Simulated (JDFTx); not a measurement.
# FeO (Wuestite) (Fm-3m) in JDFTx: a series of runs

The runs below take FeO (Wuestite) through band structure, equation of state, with BLYP, PBEsol.

Program: JDFTx 1.7.0 (patched build). These are calculated values, not measurements. Logs are shortened: lines on timing, memory, paths and dates and some standing lists are left out, and cuts for length are marked. The log counts tension as positive stress, the text compression.

## Step 1: Starting point

It takes space group Fm-3m (No. 225, cubic). Conventional cell: a = 4.311 Å, b = 4.311 Å, c = 4.311 Å, α = 90.00°, β = 90.00°, γ = 90.00°. Fe (site symmetry m-3m) is surrounded by 6 O at 2.16 Å. O (site symmetry m-3m) has 6 Fe at 2.16 Å as nearest neighbours.

## Step 2: Band structure, BLYP, collinear spin, ferromagnetic start

Contents of bands.in:

```
lattice Face-Centered Cubic 8.1462313780
coords-type Lattice
ion Fe     0.0000000000     0.0000000000     0.0000000000 1
ion O      0.5000000000     0.5000000000     0.5000000000 1

ion-species pseudo/Fe.upf
ion-species pseudo/O.upf
elec-cutoff 45 360
elec-ex-corr gga-x-b88 gga-c-lyp
elec-smearing Fermi 0.0018374661
elec-n-bands 19
spintype z-spin
initial-magnetic-moments Fe 3
elec-initial-magnetization 4 yes
electronic-minimize nIterations 30 energyDiffThreshold 1e-06
davidson-band-ratio 1.3
forces-output-coords Cartesian
include path.kpoints
symmetries none
fix-electron-density run.$VAR

dump-name bands.$VAR
dump End Ecomponents EigStats BandEigs Kpoints Forces
```

Contents of path.kpoints:

```
kpoint +0.0000000000 +0.0000000000 +0.0000000000 0.020000000000
kpoint +0.0714285714 +0.0000000000 +0.0714285714 0.020000000000
kpoint +0.1428571429 +0.0000000000 +0.1428571429 0.020000000000
kpoint +0.2142857143 +0.0000000000 +0.2142857143 0.020000000000
kpoint +0.2857142857 +0.0000000000 +0.2857142857 0.020000000000
kpoint +0.3571428571 +0.0000000000 +0.3571428571 0.020000000000
kpoint +0.4285714286 +0.0000000000 +0.4285714286 0.020000000000
kpoint +0.5000000000 +0.0000000000 +0.5000000000 0.020000000000
kpoint +0.5000000000 +0.0833333333 +0.5833333333 0.020000000000
kpoint +0.5000000000 +0.1666666667 +0.6666666667 0.020000000000
kpoint +0.5000000000 +0.2500000000 +0.7500000000 0.020000000000
kpoint +0.4375000000 +0.3125000000 +0.7500000000 0.020000000000
kpoint +0.3750000000 +0.3750000000 +0.7500000000 0.020000000000
kpoint +0.3281250000 +0.3281250000 +0.6562500000 0.020000000000
kpoint +0.2812500000 +0.2812500000 +0.5625000000 0.020000000000
kpoint +0.2343750000 +0.2343750000 +0.4687500000 0.020000000000
kpoint +0.1875000000 +0.1875000000 +0.3750000000 0.020000000000
kpoint +0.1406250000 +0.1406250000 +0.2812500000 0.020000000000
kpoint +0.0937500000 +0.0937500000 +0.1875000000 0.020000000000
kpoint +0.0468750000 +0.0468750000 +0.0937500000 0.020000000000
kpoint +0.0000000000 +0.0000000000 +0.0000000000 0.020000000000
kpoint +0.0833333333 +0.0833333333 +0.0833333333 0.020000000000
kpoint +0.1666666667 +0.1666666667 +0.1666666667 0.020000000000
kpoint +0.2500000000 +0.2500000000 +0.2500000000 0.020000000000
kpoint +0.3333333333 +0.3333333333 +0.3333333333 0.020000000000
kpoint +0.4166666667 +0.4166666667 +0.4166666667 0.020000000000
kpoint +0.5000000000 +0.5000000000 +0.5000000000 0.020000000000
kpoint +0.5250000000 +0.4500000000 +0.5250000000 0.020000000000
kpoint +0.5500000000 +0.4000000000 +0.5500000000 0.020000000000
kpoint +0.5750000000 +0.3500000000 +0.5750000000 0.020000000000
kpoint +0.6000000000 +0.3000000000 +0.6000000000 0.020000000000
kpoint +0.6250000000 +0.2500000000 +0.6250000000 0.020000000000
kpoint +0.5625000000 +0.2500000000 +0.6875000000 0.020000000000
kpoint +0.5000000000 +0.2500000000 +0.7500000000 0.020000000000
kpoint +0.5000000000 +0.2916666667 +0.7083333333 0.020000000000
kpoint +0.5000000000 +0.3333333333 +0.6666666667 0.020000000000
kpoint +0.5000000000 +0.3750000000 +0.6250000000 0.020000000000
kpoint +0.5000000000 +0.4166666667 +0.5833333333 0.020000000000
kpoint +0.5000000000 +0.4583333333 +0.5416666667 0.020000000000
kpoint +0.5000000000 +0.5000000000 +0.5000000000 0.020000000000
kpoint +0.4791666667 +0.4791666667 +0.5416666667 0.020000000000
kpoint +0.4583333333 +0.4583333333 +0.5833333333 0.020000000000
kpoint +0.4375000000 +0.4375000000 +0.6250000000 0.020000000000
kpoint +0.4166666667 +0.4166666667 +0.6666666667 0.020000000000
kpoint +0.3958333333 +0.3958333333 +0.7083333333 0.020000000000
kpoint +0.3750000000 +0.3750000000 +0.7500000000 0.020000000000
kpoint +0.6250000000 +0.2500000000 +0.6250000000 0.020000000000
kpoint +0.5833333333 +0.1666666667 +0.5833333333 0.020000000000
kpoint +0.5416666667 +0.0833333333 +0.5416666667 0.020000000000
kpoint +0.5000000000 +0.0000000000 +0.5000000000 0.020000000000
```

Potentials or basis: PseudoDojo-SR-PBE-0.5-standard with smoothed tails.

The run is started by

```
jdftx -c 1 -i bands.in -o bands.out
```

The log of the run:

```text
*************** JDFTx 1.7.0 (patched build) ***************

Input parsed successfully to the following command list (including defaults):
[... the input with its defaults ...]

---------- Initializing the Grid ----------
R =
[            0      4.07312      4.07312  ]
[      4.07312            0      4.07312  ]
[      4.07312      4.07312            0  ]
unit cell volume = 135.148
G =
[    -0.7713     0.7713     0.7713  ]
[     0.7713    -0.7713     0.7713  ]
[     0.7713     0.7713    -0.7713  ]
Minimum fftbox size, Smin = [  52  52  52  ]
Chosen fftbox size, S = [  54  54  54  ]

---------- Initializing tighter grid for wavefunction operations ----------
R =
[            0      4.07312      4.07312  ]
[      4.07312            0      4.07312  ]
[      4.07312      4.07312            0  ]
unit cell volume = 135.148
G =
[    -0.7713     0.7713     0.7713  ]
[     0.7713    -0.7713     0.7713  ]
[     0.7713     0.7713    -0.7713  ]
Minimum fftbox size, Smin = [  36  36  36  ]
Chosen fftbox size, S = [  36  36  36  ]

---------- Exchange Correlation functional ----------
Initialized LibXC exchange functional 'Becke 88'
Initialized LibXC correlation functional 'Lee, Yang & Parr'

---------- Setting up pseudopotentials ----------
Width of ionic core gaussian charges (only for fluid interactions / plotting) set to 0

Reading pseudopotential file 'pseudo/Fe.upf':
  'Fe' pseudopotential, 'PBE' functional
  Generated using ONCVPSP code by D. R. Hamann
  16 valence electrons, 4 orbitals, 6 projectors, 1001 radial grid points, with lMax = 2
    3S    l: 0   occupation:  2.0   eigenvalue: -3.455091
    3P    l: 1   occupation:  6.0   eigenvalue: -2.206534
    3D    l: 2   occupation:  6.0   eigenvalue: -0.275801
    4S    l: 0   occupation:  2.0   eigenvalue: -0.194482
  Core radius for overlap checks: 1.56 bohrs.

Reading pseudopotential file 'pseudo/O.upf':
  'O' pseudopotential, 'PBE' functional
  Generated using ONCVPSP code by D. R. Hamann
  6 valence electrons, 2 orbitals, 5 projectors, 936 radial grid points, with lMax = 2
    2S    l: 0   occupation:  2.0   eigenvalue: -0.880572
    2P    l: 1   occupation:  4.0   eigenvalue: -0.331869
  Core radius for overlap checks: 1.39 bohrs.

Initialized 2 species with 2 total atoms.

Folded 50 k-points by 1x1x1 to 50 k-points.

---------- Setting up k-points, bands, fillings ----------
No reducable k-points.
Computing the number of bands and number of electrons
Calculating initial fillings.
nElectrons:  22.000000   nBands: 19   nStates: 100

----- Setting up reduced wavefunction bases (one per k-point) -----
average nbasis = 1948.040 , ideal nbasis = 1948.601

---------- Setting up ewald sum ----------
Optimum gaussian width for ewald sums = 1.849939 bohr.
Real space sum over 1331 unit cells with max indices [  5  5  5  ]
Reciprocal space sum over 2197 terms with max indices [  6  6  6  ]

---------- Allocating electronic variables ----------
Reading n_up from file 'run.n_up' ... done
Reading n_dn from file 'run.n_dn' ... done
Initializing wave functions:  linear combination of atomic orbitals
Note: number of bands (19) exceeds available atomic orbitals (14)

----------- Band structure minimization -------------
Minimization will be done independently for each quantum number.

---- Minimization of quantum number:     0  [ +0.0000000 +0.0000000 +0.0000000 ]  0.020000000  spin +1 ----
BandDavidson: Iter:   0  Eband: +0.063836900886599
BandDavidson: Iter:   1  Eband: +0.052490018981790  dEband: -1.134688e-02
BandDavidson: Iter:   2  Eband: +0.049359756460718  dEband: -3.130263e-03
BandDavidson: Iter:   3  Eband: +0.047776903782638  dEband: -1.582853e-03
[... 1144 lines of inner loops ...]
BandDavidson: Iter:   5  Eband: +0.070932079328288  dEband: -3.056392e-06
BandDavidson: Iter:   6  Eband: +0.070931428577466  dEband: -6.507508e-07
BandDavidson: Converged (dEband<1.000000e-06)
	FillingsUpdate:  mu: +0.549132048  nElectrons: 22.000000  magneticMoment: [ Abs: 4.01597  Tot: +4.00000 ]
WARNING: these k-points are no uniform mesh, so that mu and the fillings of partly filled bands are only those of these points: take mu from the calculation that made the density or potential.

Dumping 'bands.eigStats' ...
	eMin: -2.749248 at state 20 ( [ +0.000000 +0.000000 +0.000000 ] spin 1 )
	HOMO: +0.546668 at state 52 ( [ +0.142857 +0.000000 +0.142857 ] spin -1 )
	mu  : +0.549132
	LUMO: +0.547979 at state 79 ( [ -0.425000 +0.350000 -0.425000 ] spin -1 )
	eMax: +1.548276 at state 55 ( [ +0.357143 +0.000000 +0.357143 ] spin -1 )
	HOMO-LUMO gap: +0.001311
	Optical gap  : +0.008023 at state 66 ( [ +0.187500 +0.187500 +0.375000 ] spin -1 )
Done!
[note: mu, HOMO and LUMO in a band run belong to the points of the path alone and aren't those of the crystal]
```

Run time: 39 s. Hardware: 1 thread of Arm Neoverse V1, shared host; peak memory 0.14 GiB.

Caveat: the potentials were made for another functional, which shifts forces and pressure; the total moment is fixed, so each spin has its own Fermi level.

## Step 3: Equation of state, PBEsol, collinear spin, ferromagnetic start, 9.41 Å³/atom (volume scaled by 0.94)

Contents of FeO.in:

```
lattice \
    0.0000000000     3.9899675481     3.9899675481 \
    3.9899675481     0.0000000000     3.9899675481 \
    3.9899675481     3.9899675481     0.0000000000
coords-type Lattice
ion Fe     0.0000000000     0.0000000000     0.0000000000 1
ion O      0.5000000000     0.5000000000     0.5000000000 1

ion-species pseudo/Fe.upf
ion-species pseudo/O.upf
elec-cutoff 45 360
elec-ex-corr gga-PBEsol
kpoint-folding 11 11 11
elec-smearing Fermi 0.0018374661
elec-n-bands 19
spintype z-spin
initial-magnetic-moments Fe 3
elec-initial-magnetization 3 no
electronic-SCF nIterations 100 energyDiffThreshold 1e-09
electronic-minimize nIterations 30 energyDiffThreshold 1e-7
forces-output-coords Cartesian

dump-name run.$VAR
dump End Ecomponents EigStats BandEigs Kpoints Forces Stress
```

Potentials or basis: PseudoDojo-SR-PBEsol-0.4.1-standard with smoothed tails.

The run is started by

```
jdftx -c 1 -i FeO.in -o FeO.out
```

The log of the run:

```text
*************** JDFTx 1.7.0 (patched build) ***************

Input parsed successfully to the following command list (including defaults):
[... the input with its defaults ...]

---------- Setting up symmetries ----------

Found 48 point-group symmetries of the bravais lattice
Found 48 space-group symmetries with basis
Applied RMS atom displacement 0 bohrs to make symmetries exact.

---------- Initializing the Grid ----------
R =
[            0      3.98997      3.98997  ]
[      3.98997            0      3.98997  ]
[      3.98997      3.98997            0  ]
unit cell volume = 127.039
G =
[  -0.787373   0.787373   0.787373  ]
[   0.787373  -0.787373   0.787373  ]
[   0.787373   0.787373  -0.787373  ]
Minimum fftbox size, Smin = [  52  52  52  ]
Chosen fftbox size, S = [  54  54  54  ]

---------- Initializing tighter grid for wavefunction operations ----------
R =
[            0      3.98997      3.98997  ]
[      3.98997            0      3.98997  ]
[      3.98997      3.98997            0  ]
unit cell volume = 127.039
G =
[  -0.787373   0.787373   0.787373  ]
[   0.787373  -0.787373   0.787373  ]
[   0.787373   0.787373  -0.787373  ]
Minimum fftbox size, Smin = [  36  36  36  ]
Chosen fftbox size, S = [  36  36  36  ]

---------- Exchange Correlation functional ----------
Initalized PBEsol GGA exchange.
Initalized PBEsol GGA correlation.

---------- Setting up pseudopotentials ----------
Width of ionic core gaussian charges (only for fluid interactions / plotting) set to 0

Reading pseudopotential file 'pseudo/Fe.upf':
  'Fe' pseudopotential, 'PBESOL' functional
  Generated using ONCVPSP code by D. R. Hamann
  16 valence electrons, 4 orbitals, 6 projectors, 1001 radial grid points, with lMax = 2
    3S    l: 0   occupation:  2.0   eigenvalue: -3.445850
    3P    l: 1   occupation:  6.0   eigenvalue: -2.202177
    3D    l: 2   occupation:  6.0   eigenvalue: -0.276701
    4S    l: 0   occupation:  2.0   eigenvalue: -0.195171
  Core radius for overlap checks: 1.56 bohrs.

Reading pseudopotential file 'pseudo/O.upf':
  'O' pseudopotential, 'PBESOL' functional
  Generated using ONCVPSP code by D. R. Hamann
  6 valence electrons, 2 orbitals, 5 projectors, 936 radial grid points, with lMax = 2
    2S    l: 0   occupation:  2.0   eigenvalue: -0.874950
    2P    l: 1   occupation:  4.0   eigenvalue: -0.329796
  Core radius for overlap checks: 1.39 bohrs.

Initialized 2 species with 2 total atoms.

Folded 1 k-points by 11x11x11 to 1331 k-points.

---------- Setting up k-points, bands, fillings ----------
Reduced to 56 k-points under symmetry.
Computing the number of bands and number of electrons
Calculating initial fillings.
nElectrons:  22.000000   nBands: 19   nStates: 112

----- Setting up reduced wavefunction bases (one per k-point) -----
average nbasis = 1831.697 , ideal nbasis = 1831.685

---------- Setting up ewald sum ----------
Optimum gaussian width for ewald sums = 1.812174 bohr.
Real space sum over 1331 unit cells with max indices [  5  5  5  ]
Reciprocal space sum over 2197 terms with max indices [  6  6  6  ]

---------- Allocating electronic variables ----------
Initializing wave functions:  linear combination of atomic orbitals
Note: number of bands (19) exceeds available atomic orbitals (14)
Fe (M=3) pseudo-atom majority spin occupations:   s ( 1 0.5 )  p ( 3 )  d ( 5 )
Fe (M=3) pseudo-atom minority spin occupations:   s ( 1 0 )  p ( 3 )  d ( 2.5 )
O pseudo-atom occupations:   s ( 2 )  p ( 4 )
	FillingsUpdate:  mu: +1.203445319  nElectrons: 22.000000  magneticMoment: [ Abs: 0.23811  Tot: +0.23811 ]
LCAOMinimize: Iter:   0  F: -127.8571557891474839  |grad|_K:  1.978e-02  alpha:  1.000e+00
	FillingsUpdate:  mu: +1.058745625  nElectrons: 22.000000  magneticMoment: [ Abs: 1.01484  Tot: +1.01484 ]
LCAOMinimize: Iter:   1  F: -136.0740661944141152  |grad|_K:  2.937e-02  alpha:  3.079e-01  linmin: -1.890e-01  cgtest:  2.031e-01
LCAOMinimize: 	Step increased F by 5.845748e+00, reducing alpha to 1.232965e-02.
[... 23 lines of inner loops ...]
LCAOMinimize: Iter:  10  F: -137.8391043018691278  |grad|_K:  3.763e-06  alpha:  6.473e-01  linmin: -4.155e-06  cgtest: -3.600e-02
	FillingsUpdate:  mu: +0.590960181  nElectrons: 22.000000  magneticMoment: [ Abs: 4.00626  Tot: +3.99951 ]
LCAOMinimize: Iter:  11  F: -137.8391044232749607  |grad|_K:  1.619e-06  alpha:  4.243e-01  linmin:  1.876e-05  cgtest:  9.941e-03
LCAOMinimize: Converged (|Delta F|<1.000000e-06 for 2 iters).

-------- Electronic minimization -----------
Will mix electronic density at each iteration.
	FillingsUpdate:  mu: +0.590960181  nElectrons: 22.000000  magneticMoment: [ Abs: 4.00626  Tot: +3.99951 ]
	FillingsUpdate:  mu: +0.587041322  nElectrons: 22.000000  magneticMoment: [ Abs: 4.00626  Tot: +3.99951 ]
SCF: Cycle:  0   F: -137.861478570309771   dF: -2.237e-02   |Residual|: 5.287e-02   |deigs|: 7.453e-02
	FillingsUpdate:  mu: +0.579312654  nElectrons: 22.000000  magneticMoment: [ Abs: 4.01057  Tot: +3.99950 ]
SCF: Cycle:  1   F: -137.862854276555936   dF: -1.376e-03   |Residual|: 1.227e-02   |deigs|: 1.197e-02
	FillingsUpdate:  mu: +0.578177822  nElectrons: 22.000000  magneticMoment: [ Abs: 4.01143  Tot: +3.99997 ]
SCF: Cycle:  2   F: -137.862881139503884   dF: -2.686e-05   |Residual|: 5.377e-03   |deigs|: 2.494e-03
	FillingsUpdate:  mu: +0.578788385  nElectrons: 22.000000  magneticMoment: [ Abs: 4.01220  Tot: +3.99988 ]
SCF: Cycle:  3   F: -137.862885810016678   dF: -4.671e-06   |Residual|: 2.591e-03   |deigs|: 1.006e-03
	FillingsUpdate:  mu: +0.578986922  nElectrons: 22.000000  magneticMoment: [ Abs: 4.01285  Tot: +3.99988 ]
SCF: Cycle:  4   F: -137.862886694802654   dF: -8.848e-07   |Residual|: 7.568e-04   |deigs|: 4.702e-04
	FillingsUpdate:  mu: +0.578988457  nElectrons: 22.000000  magneticMoment: [ Abs: 4.01258  Tot: +3.99988 ]
SCF: Cycle:  5   F: -137.862886793413566   dF: -9.861e-08   |Residual|: 2.076e-04   |deigs|: 2.500e-04
	FillingsUpdate:  mu: +0.578971186  nElectrons: 22.000000  magneticMoment: [ Abs: 4.01249  Tot: +3.99988 ]
SCF: Cycle:  6   F: -137.862886804452444   dF: -1.104e-08   |Residual|: 8.230e-05   |deigs|: 2.006e-04
	FillingsUpdate:  mu: +0.578979800  nElectrons: 22.000000  magneticMoment: [ Abs: 4.01249  Tot: +3.99988 ]
SCF: Cycle:  7   F: -137.862886806637249   dF: -2.185e-09   |Residual|: 3.416e-05   |deigs|: 2.013e-04
	FillingsUpdate:  mu: +0.578980185  nElectrons: 22.000000  magneticMoment: [ Abs: 4.01250  Tot: +3.99988 ]
SCF: Cycle:  8   F: -137.862886807241836   dF: -6.046e-10   |Residual|: 6.376e-06   |deigs|: 3.164e-04
	FillingsUpdate:  mu: +0.578980006  nElectrons: 22.000000  magneticMoment: [ Abs: 4.01250  Tot: +3.99988 ]
SCF: Cycle:  9   F: -137.862886807344239   dF: -1.024e-10   |Residual|: 3.128e-06   |deigs|: 2.318e-04
SCF: Converged (|Delta E|<1.000000e-09 for 2 iters).

Setting wave functions to eigenvectors of Hamiltonian

# Stress tensor in Cartesian coordinates [Eh/a0^3]:
[ -9.43497e-05            0            0  ]
[            0 -9.43497e-05            0  ]
[            0            0 -9.43497e-05  ]

# Ionic positions in lattice coordinates:
ion Fe   0.000000000000000   0.000000000000000   0.000000000000000 1
ion O   0.500000000000000   0.500000000000000   0.500000000000000 1

# Forces in Cartesian coordinates:
force Fe   0.000000000000000   0.000000000000000   0.000000000000000 1
force O  -0.000000000000000   0.000000000000000   0.000000000000000 1

# Energy components:
   Eewald =      -96.9937988762026464
       EH =       36.3840375651718801
     Eloc =     -118.3781200615823366
      Enl =       -9.9200035652410161
      Exc =      -21.8192706976773678
 Exc_core =        3.8259821651619328
       KE =       69.0386688510705113
-------------------------------------
     Etot =     -137.8625046192990453
       TS =        0.0003821880451996
-------------------------------------
        F =     -137.8628868073442391

IonicMinimize: Iter:   0  F: -137.862886807344239  |grad|_K:  2.128e-41
IonicMinimize: Converged (|grad|_K<1.000000e-04).

#--- Lowdin population analysis ---
# oxidation-state Fe +1.138
# magnetic-moments Fe +3.609
# oxidation-state O -1.004
# magnetic-moments O +0.399

Dumping 'run.eigStats' ...
	eMin: -2.711581 at state 0 ( [ +0.000000 +0.000000 +0.000000 ] spin 1 )
	HOMO: +0.578911 at state 78 ( [ +0.000000 +0.181818 -0.272727 ] spin -1 )
	mu  : +0.578980
	LUMO: +0.579760 at state 70 ( [ +0.000000 +0.090909 -0.181818 ] spin -1 )
	eMax: +1.613213 at state 87 ( [ +0.000000 +0.363636 +0.454545 ] spin -1 )
	HOMO-LUMO gap: +0.000849
	Optical gap  : +0.005450 at state 78 ( [ +0.000000 +0.181818 -0.272727 ] spin -1 )
Done!
```

Run time: 3.7 min. Hardware: 1 thread of Arm Neoverse V1, shared host; peak memory 0.21 GiB.

What came out:

| Property | Result |
| --- | --- |
| Free energy | -3751.4403 eV |
| Pressure | 2.8 GPa |
| Band gap on the k mesh | none (metal or under the smearing width) |
| Net moment | 4.00 μB per cell |
| Absolute moment | 4.01 μB per cell |
| Site moments | Fe +3.61; O +0.40 μB |
| Loewdin charges | Fe +1.14; O -1.00 e |

Caveat: a cell with one magnetic atom can't hold antiferromagnetic order, which such compounds often take; semilocal functionals often make such compounds metallic where correlation or magnetic order opens a gap, which also shifts bond lengths.

## Step 4: Equation of state, PBEsol, collinear spin, ferromagnetic start, 9.61 Å³/atom (volume scaled by 0.96)

FeO.in, as its differences from that of step 3:

```diff
@@ -1,5 +1,5 @@
 lattice \
-    0.0000000000     3.9899675481     3.9899675481 \
-    3.9899675481     0.0000000000     3.9899675481 \
-    3.9899675481     3.9899675481     0.0000000000
+    0.0000000000     4.0180668370     4.0180668370 \
+    4.0180668370     0.0000000000     4.0180668370 \
+    4.0180668370     4.0180668370     0.0000000000
 coords-type Lattice
```

The run is started by

```
jdftx -c 1 -i FeO.in -o FeO.out
```

Wall time 3.8 min (1 thread of Arm Neoverse V1, shared host); peak memory 0.21 GiB.

The run converged. Its results:

- Free energy: -3751.4417 eV
- Pressure: -1.7 GPa
- Band gap on the k mesh: none (metal or under the smearing width)
- Net moment: 4.00 μB per cell
- Absolute moment: 4.01 μB per cell
- Site moments: Fe +3.62; O +0.39 μB
- Loewdin charges: Fe +1.14; O -1.00 e

Caveat: a cell with one magnetic atom can't hold antiferromagnetic order, which such compounds often take; semilocal functionals often make such compounds metallic where correlation or magnetic order opens a gap, which also shifts bond lengths.

(Continued in part 2 of 2.)
